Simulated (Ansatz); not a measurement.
Crystal: Sb.

```xyz
2
Lattice="2.1542 1.2437 3.7580 -2.1542 1.2437 3.7580 0.0000 -2.4875 3.7580" Properties=species:S:1:pos:R:3 pbc="T T T"
Sb    0.0000    0.0000    8.6416
Sb    0.0000    0.0000    2.6324
```

| Property | Result |
| --- | --- |
| Program | Ansatz 0.2.0 |
| Task | relaxation of cell and atoms |
| Functional | HSE03 |
| Potentials or basis | Ansatz PAW |
| Cutoff | 420 eV (not typed: the program's choice for these potentials) |
| k mesh | 4 × 4 × 4 |
| Occupations | fermi-dirac, width 0.05 eV |
| Spin | no spin polarisation |

At the start: volume 30.21 Å³/atom.

Problem. Where does the relaxation end?

Solution. It ends after 6 steps and the volume is 31.38 Å³/atom (+3.9 %); space group R-3m (No. 166, to 0.05 Å).

Step by step:
| step | energy change (eV) | largest force (eV/Å) | volume (Å³) |
| --- | --- | --- | --- |
| 1 | 0.0000 | 0.2738 | 60.41 |
| 2 | -0.0099 | 0.2186 | 63.07 |
| 3 | -0.0182 | 0.0270 | 62.53 |
| 4 | -0.0186 | 0.0077 | 62.59 |
| 5 | -0.0186 | 0.0009 | 62.76 |
| 6 | -0.0191 | 0.0010 | 62.76 |

Final structure:
```cif
data_structure
_symmetry_space_group_name_H-M 'P 1'
_symmetry_Int_Tables_number 1
_cell_length_a 4.5678
_cell_length_b 4.5678
_cell_length_c 4.5678
_cell_angle_alpha 57.020
_cell_angle_beta 57.020
_cell_angle_gamma 57.020
_cell_volume 62.76
loop_
_atom_site_label
_atom_site_type_symbol
_atom_site_fract_x
_atom_site_fract_y
_atom_site_fract_z
_atom_site_occupancy
Sb1 Sb 0.77029 0.77029 0.77029 1
Sb2 Sb 0.22971 0.22971 0.22971 1
```

Caveat: the k mesh is coarse (spacing up to 0.44 Å⁻¹), so the values aren't converged, least of all with exact exchange; the plane-wave basis is chosen anew once the cell has moved, so the energies of steps on either side of that aren't comparable; the PAW data sets come from PBE, with cores solved anew for the run's functional, which leaves a small shift of forces and pressure.
